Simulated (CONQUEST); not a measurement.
# Hf (P-1) in CONQUEST: convergence with k mesh

Aim: find how far k mesh must go before the results for Hf settle, at LDA. This setting moves, with any that are tied to it; all else stays.

Everything below comes from runs of CONQUEST 1.3. Logs are shortened: lines on timing, memory, paths and dates and some standing lists are left out, and cuts for length are marked.

## 1. The cell of the first run

The typed cell holds 2 atoms: a = 3.610 Å, b = 3.610 Å, c = 3.610 Å, α = 90.00°, β = 90.00°, γ = 90.00°.

This isn't the form of Hf at room conditions, which is hcp.

The cell isn't the ideal one: atoms moved at random.

## 2. With k mesh 1 × 1 × 1

The input, Conquest_input:

```
IO.Title Hf
IO.Coordinates coords.dat
IO.FractionalAtomicCoords T
IO.Iprint 2
IO.Iprint_init 1
General.NumberOfSpecies 1
General.PseudopotentialType hamann
AtomMove.TypeOfRun static
AtomMove.FullStress T
Grid.GridCutoff 120
DM.SolutionMethod diagon
Diag.MPMesh T
Diag.GammaCentred T
Diag.MPMeshX 1
Diag.MPMeshY 1
Diag.MPMeshZ 1
Diag.kT 0.00183747
minE.SCTolerance 1e-6
SC.MaxIters 100
IO.AtomChargeOutput T
%block ChemicalSpeciesLabel
1 178.490 Hf
%endblock
```

The input, coords.dat:

```
    6.8219113099     0.0000000000     0.0000000000
    0.0000000000     6.8219113099     0.0000000000
    0.0000000000     0.0000000000     6.8219113099
2
  0.0129420000   0.0019980000  -0.0086090000 1 T T T
  0.4859210000   0.4960790000   0.4891050000 1 T T T
```

Potentials or basis: PseudoDojo NC LDA, DZP, grid cutoff 120 Ha.

On the command line:

```console
> OMP_NUM_THREADS=1 Conquest
```

Standard output:

```text
Simulation cell dimensions:     6.8219 a0 x     6.8219 a0 x     6.8219 a0

      Atomic coordinates (a0)
         Atom         X         Y         Z  Species
            1    0.0883    0.0136    6.7632        1
            2    3.3149    3.3842    3.3366        1

         Monkhorst-Pack mesh:   1 x   1 x   1 gamma-centred
        This calculation includes non-local pseudopotentials,
         with a maximum core radius of      8.18838327

    Job title: Hf
    Job to be run: static calculation

[... 5 lines left out ...]
      Using Fermi-Dirac smearing

    Integration grid size:     36 x   36 x   36

    Integration grid spacing:  0.189 a0 x 0.189 a0 x 0.189 a0

    Number of species:  1
    --------------------------------------------------------
    |   #  mass (au)  Charge (e)  SF Rad (a0)  NSF  Label  |
    --------------------------------------------------------
    |   1    178.490      12.000        8.527   19  Hf     |
    --------------------------------------------------------
          SCF tolerance:                 0.00000100
          SCF iterations:               100

    LibXC version:  6. 2. 2
    Using the LDA functional Slater exchange
    Using the LDA functional Perdew & Wang

           radial cut-off to be used is taken to be max PAO cut-off radius for this species:    8.188383

           greatest ang. mom. for making density from PAOs:  2
    Minimum blocs/proc is      729. Maximum blocs/proc is      729
    set_atom_dens: In set_atomic_density, electrons :      24.000000000000
 matrix_size & matrix_size_padH =           38          38

    Screened ion int: energy:     -75.063073940465 Ha

    new_SC_potl: Starting.  Tolerance:  0.10000E-05

    PulayMixSC: Starting Pulay mixing, A_up =  0.500 A_dn =  0.500
    PulayMixSC: Spin non-polarised calculation.
          Harris-Foulkes Energy            :      -113.068146190560967 Ha
          GroundState Energy (E-(1/2)TS)   :      -113.071496607005400 Ha
          Free Energy (E-TS)               :      -113.074847023449820 Ha
          DFT Total Energy                 :      -113.060692198278787 Ha
          Total number of electrons        :        23.999999999999918
    PulayMixSC: Pulay iteration     1 residual:              0.25637E-02
          Harris-Foulkes Energy            :      -113.063598499826341 Ha
          GroundState Energy (E-(1/2)TS)   :      -113.067071068102464 Ha
          Free Energy (E-TS)               :      -113.070543636378588 Ha
          DFT Total Energy                 :      -113.062478279730769 Ha
          Total number of electrons        :        24.000031455161654
    PulayMixSC: Pulay iteration     2 residual:              0.12542E-02
          Harris-Foulkes Energy            :      -113.063859454380733 Ha
          GroundState Energy (E-(1/2)TS)   :      -113.067168557605640 Ha
          Free Energy (E-TS)               :      -113.070477660830548 Ha
          DFT Total Energy                 :      -113.061779316797953 Ha
          Total number of electrons        :        24.000048142357127
[... 28 lines left out ...]
          DFT Total Energy                 :      -113.063081631037761 Ha
          Total number of electrons        :        24.000064454365404
    PulayMixSC: Pulay iteration     8 residual:              0.43350E-05
          Harris-Foulkes Energy            :      -113.063081922354996 Ha
          GroundState Energy (E-(1/2)TS)   :      -113.066567556003548 Ha
          Free Energy (E-TS)               :      -113.070053189652100 Ha
          DFT Total Energy                 :      -113.063081905562953 Ha
          Total number of electrons        :        24.000063896101825
    PulayMixSC: Pulay iteration     9 residual:              0.36956E-05
          Harris-Foulkes Energy            :      -113.063081886206888 Ha
          GroundState Energy (E-(1/2)TS)   :      -113.066567500610120 Ha
          Free Energy (E-TS)               :      -113.070053115013351 Ha
          DFT Total Energy                 :      -113.063081885621401 Ha
          Total number of electrons        :        24.000063697819662
    PulayMixSC: Pulay iteration    10 residual:              0.77827E-06
    PulayMixSC: Reached SCF tolerance of  0.77827E-06 after     10 iterations
      | Number of electrons      =        24.000064
      |* band energy as 2Tr[K.H] =       -28.431218495791761 Ha
      |  screened ion-ion energy =       -75.063073940464548 Ha
      |  Ha correction           =         0.416530607323102 Ha
      |  XC correction           =        -9.985317085505596 Ha
      | GS Energy as E-(1/2)TS   =      -113.066567500610120 Ha
      | Free Energy as E-TS      =      -113.070053115013351 Ha
      |* Harris-Foulkes energy   =      -113.063081886206888 Ha
      |* DFT total energy        =      -113.063081885621401 Ha
      |  estimated accuracy      =        -0.000000000585487 Ha

    force: Forces on atoms (Ha/a0)
    force:  Atom   X              Y              Z
    force:     1  -0.0183256129  -0.0043215788  -0.0021941611
    force:     2   0.0184634200   0.0042903352   0.0016048389

    force: Maximum force :        0.01846342(Ha/a0) on atom         2 in x direction
    force: Force Residual:        0.01898946 Ha/a0
    force: Total stress:         46.93346347     0.90848543     0.33122345 GPa
                             0.90848543    40.83696139     0.08816355
                             0.33122345     0.08816355    40.24458008
    force: Average pressure:    -42.67166832 GPa

    force: Finished force
    get_E_and_F: Change in energy during last step of electronic optimisation:  0.36148E-07

    BIBLIOGRAPHY: Please consider citing the following references in the conquest.bib file

    CONQUEST:         Bowler2002pt, Miyazaki2004, Nakata2020
    Basis:            Bowler2019
    DM:               Bowler:2006xr
    Pseudopotentials: Hamann2013, Bowler2019
    XC references from LibXC:
      P. A. M. Dirac.,  Math. Proc. Cambridge Philos. Soc. 26, 376 (1930)
```

Wall time 33 s (1 thread of AMD EPYC 7R43 (Zen 3), shared host); peak memory 0.58 GiB.

What came out:

```
Free energy   : -3076.7929 eV
Pressure      : -42.7 GPa
Largest force : 0.978 eV/Å
```

## 3. With k mesh 2 × 2 × 2

Edit Conquest_input of step 2 so:

```diff
@@ -13,5 +13,5 @@
 Diag.GammaCentred T
-Diag.MPMeshX 1
-Diag.MPMeshY 1
-Diag.MPMeshZ 1
+Diag.MPMeshX 2
+Diag.MPMeshY 2
+Diag.MPMeshZ 2
 Diag.kT 0.00183747
```

coords.dat is that of step 2.

Potentials or basis: PseudoDojo NC LDA, DZP, grid cutoff 120 Ha.

On the command line:

```console
> OMP_NUM_THREADS=1 Conquest
```

It took 30 s on 1 thread of AMD EPYC 7R43 (Zen 3), shared host; peak memory 0.58 GiB.

What came out:

```yaml
Free_energy: -3071.2453 eV
Pressure: -22.5 GPa
Largest_force: 0.909 eV/Å
Band_gap_on_the_k_mesh: none (metal or under the smearing width)
```

## 4. With k mesh 3 × 3 × 3

Edit Conquest_input of step 3 so:

```diff
@@ -13,5 +13,5 @@
 Diag.GammaCentred T
-Diag.MPMeshX 2
-Diag.MPMeshY 2
-Diag.MPMeshZ 2
+Diag.MPMeshX 3
+Diag.MPMeshY 3
+Diag.MPMeshZ 3
 Diag.kT 0.00183747
```

coords.dat is that of step 3.

On the command line:

```console
> OMP_NUM_THREADS=1 Conquest
```

It took 29 s on 1 thread of AMD EPYC 7R43 (Zen 3), shared host; peak memory 0.58 GiB.

What came out:

```
Free energy            : -3070.9226 eV
Pressure               : -10.2 GPa
Largest force          : 0.641 eV/Å
Band gap on the k mesh : none (metal or under the smearing width)
```

## 5. With k mesh 4 × 4 × 4

Edit Conquest_input of step 4 so:

```diff
@@ -13,5 +13,5 @@
 Diag.GammaCentred T
-Diag.MPMeshX 3
-Diag.MPMeshY 3
-Diag.MPMeshZ 3
+Diag.MPMeshX 4
+Diag.MPMeshY 4
+Diag.MPMeshZ 4
 Diag.kT 0.00183747
```

coords.dat is that of step 4.

On the command line:

```console
> OMP_NUM_THREADS=1 Conquest
```

Run time: 43 s. Hardware: 1 thread of AMD EPYC 7R43 (Zen 3), shared host; peak memory 0.58 GiB.

Results (log left out):

```yaml
Free_energy: -3070.8870 eV
Pressure: -13.2 GPa
Largest_force: 0.107 eV/Å
Band_gap_on_the_k_mesh: none (metal or under the smearing width)
```

## 6. With k mesh 5 × 5 × 5

Edit Conquest_input of step 5 so:

```diff
@@ -13,5 +13,5 @@
 Diag.GammaCentred T
-Diag.MPMeshX 4
-Diag.MPMeshY 4
-Diag.MPMeshZ 4
+Diag.MPMeshX 5
+Diag.MPMeshY 5
+Diag.MPMeshZ 5
 Diag.kT 0.00183747
```

coords.dat is that of step 5.

Potentials or basis: PseudoDojo NC LDA, DZP, grid cutoff 120 Ha.

On the command line:

```console
> OMP_NUM_THREADS=1 Conquest
```

Wall time 40 s (1 thread of AMD EPYC 7R43 (Zen 3), shared host); peak memory 0.58 GiB.

It converged, with:

- Free energy: -3070.9018 eV
- Pressure: -13.2 GPa
- Largest force: 0.379 eV/Å
- Band gap on the k mesh: none (metal or under the smearing width)

## 7. With k mesh 6 × 6 × 6

Edit Conquest_input of step 6 so:

```diff
@@ -13,5 +13,5 @@
 Diag.GammaCentred T
-Diag.MPMeshX 5
-Diag.MPMeshY 5
-Diag.MPMeshZ 5
+Diag.MPMeshX 6
+Diag.MPMeshY 6
+Diag.MPMeshZ 6
 Diag.kT 0.00183747
```

coords.dat is that of step 6.

On the command line:

```console
> OMP_NUM_THREADS=1 Conquest
```

Wall time 64 s (1 thread of AMD EPYC 7R43 (Zen 3), shared host); peak memory 0.58 GiB.

Results (log left out):

```yaml
Free_energy: -3070.9073 eV
Pressure: -13.4 GPa
Largest_force: 0.373 eV/Å
Band_gap_on_the_k_mesh: none (metal or under the smearing width)
```

## 8. With k mesh 7 × 7 × 7

Edit Conquest_input of step 7 so:

```diff
@@ -13,5 +13,5 @@
 Diag.GammaCentred T
-Diag.MPMeshX 6
-Diag.MPMeshY 6
-Diag.MPMeshZ 6
+Diag.MPMeshX 7
+Diag.MPMeshY 7
+Diag.MPMeshZ 7
 Diag.kT 0.00183747
```

coords.dat is that of step 7.

On the command line:

```console
> OMP_NUM_THREADS=1 Conquest
```

It took 65 s on 1 thread of AMD EPYC 7R43 (Zen 3), shared host; peak memory 0.58 GiB.

It converged, with:

* Free energy: -3070.9086 eV
* Pressure: -13.0 GPa
* Largest force: 0.306 eV/Å
* Band gap on the k mesh: none (metal or under the smearing width)

## 9. With k mesh 9 × 9 × 9

Edit Conquest_input of step 8 so:

```diff
@@ -13,5 +13,5 @@
 Diag.GammaCentred T
-Diag.MPMeshX 7
-Diag.MPMeshY 7
-Diag.MPMeshZ 7
+Diag.MPMeshX 9
+Diag.MPMeshY 9
+Diag.MPMeshZ 9
 Diag.kT 0.00183747
```

coords.dat is that of step 8.

Potentials or basis: PseudoDojo NC LDA, DZP, grid cutoff 120 Ha.

On the command line:

```console
> OMP_NUM_THREADS=1 Conquest
```

Wall time 94 s (1 thread of AMD EPYC 7R43 (Zen 3), shared host); peak memory 0.58 GiB.

The run converged. Its results:

| Item | Value |
| --- | --- |
| Free energy | -3070.9172 eV |
| Pressure | -13.3 GPa |
| Largest force | 0.385 eV/Å |
| Band gap on the k mesh | none (metal or under the smearing width) |

## 10. With k mesh 11 × 11 × 11

Edit Conquest_input of step 9 so:

```diff
@@ -13,5 +13,5 @@
 Diag.GammaCentred T
-Diag.MPMeshX 9
-Diag.MPMeshY 9
-Diag.MPMeshZ 9
+Diag.MPMeshX 11
+Diag.MPMeshY 11
+Diag.MPMeshZ 11
 Diag.kT 0.00183747
```

coords.dat is that of step 9.

On the command line:

```console
> OMP_NUM_THREADS=1 Conquest
```

Wall time 2.6 min (1 thread of AMD EPYC 7R43 (Zen 3), shared host); peak memory 0.57 GiB.

It converged, with:

```yaml
Free_energy: -3070.9114 eV
Pressure: -13.3 GPa
Largest_force: 0.376 eV/Å
Band_gap_on_the_k_mesh: none (metal or under the smearing width)
```

## 11. Result

| k mesh | energy less the tightest run, at zero smearing (meV/atom) | pressure (GPa) | largest force (eV/Å) | SCF cycles | CPU time (s) | peak memory (GiB) |
| --- | --- | --- | --- | --- | --- | --- |
| 1 × 1 × 1 | -2901.91 | -42.67 | 0.978 | 10 | 33 | 0.58 |
| 2 × 2 × 2 | -173.61 | -22.46 | 0.909 | 7 | 29 | 0.58 |
| 3 × 3 × 3 | -2.72 | -10.22 | 0.641 | 7 | 28 | 0.58 |
| 4 × 4 × 4 | 17.44 | -13.20 | 0.107 | 8 | 43 | 0.58 |
| 5 × 5 × 5 | 6.47 | -13.22 | 0.379 | 6 | 39 | 0.58 |
| 6 × 6 × 6 | 1.06 | -13.44 | 0.373 | 7 | 64 | 0.58 |
| 7 × 7 × 7 | 2.39 | -12.99 | 0.306 | 7 | 64 | 0.58 |
| 9 × 9 × 9 | -4.18 | -13.32 | 0.385 | 6 | 93 | 0.58 |
| 11 × 11 × 11 | 0.00 | -13.29 | 0.376 | 7 | 160 | 0.57 |

Against the tightest run, the pressure stays within 0.1 GPa from 9 × 9 × 9 on. Not settled before the last step: the energy (to 1 meV/atom), the largest force (to 0.005 eV/Å). Meshes of other sizes hit other points, so gaps and Fermi surfaces needn't settle smoothly. The tightest run that finished is the yardstick and may itself not be fully converged.

Caveats: the basis of atomic orbitals isn't converged, which shifts pressures, moduli and gaps.
